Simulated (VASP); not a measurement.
Set up this calculation in VASP 6.6.1, as the native input.

* Task: Born charges and dielectric tensor
* Functional: LDA
* Potentials or basis: VASP PAW LDA potentials, release 64 (Mg, O)
* Cutoff: 600 eV
* k mesh: 10 × 10 × 10
* Occupations: gaussian, width 0.02 eV
* Spin: no spin polarisation
* Further INCAR settings: ALGO = Normal; EDIFF = 1e-08; IBRION = 8; NSW = 1

The structure of MgO lies in POSCAR:

```
MgO
1.0
    0.0000000000      2.1245000000      2.1245000000
    2.1245000000      0.0000000000      2.1245000000
    2.1245000000      2.1245000000      0.0000000000
Mg O
1 1
Direct
    0.0000000000      0.0000000000      0.0000000000
    0.5000000000      0.5000000000      0.5000000000
```

One way to write it, as run:

INCAR

```
PREC     = Accurate       # precision mode
ENCUT    = 600            # plane-wave cutoff, eV
EDIFF    = 1E-8           # SCF threshold, eV
ISMEAR   = 0              # smearing method
SIGMA    = 0.02           # smearing width, eV
LREAL    = F              # projectors in reciprocal space
LASPH    = T              # aspherical terms in the spheres
NELM     = 60             # most SCF steps
ALGO     = Normal         # electronic algorithm
ISIF     = 2              # what is computed and relaxed
LWAVE    = F              # write WAVECAR
LCHARG   = F              # write CHGCAR
GGA      = CA             # functional
LEPSILON = T              # dielectric tensor by DFPT
IBRION   = 8              # ionic algorithm
NSW      = 1              # ionic steps
```

KPOINTS

```
Automatic mesh
0
Gamma
  10 10 10
```

Potentials or basis: VASP PAW LDA potentials, release 64 (Mg, O).

The run is started by

```console
$ cat potpaw_LDA.64/Mg/POTCAR potpaw_LDA.64/O/POTCAR > POTCAR
$ mpirun -np 1 vasp_std > vasp.out
```

Results of the run:

```
Band gap on the k mesh                                  : 4.41 eV, direct
Electronic dielectric tensor (diagonal)                 : 3.18
Born charges (mean of the diagonal)                     : Mg +1.98; O -1.98 e
Highest phonon frequency at Γ, LO-TO splitting left out : 353 cm⁻¹
```

Wall time 110 s on 1 thread of Intel(R) Xeon(R) Platinum 8259CL CPU @ 2.50GHz (Skylake/Cascade Lake), with other jobs on the host, peak memory 0.18 GiB.
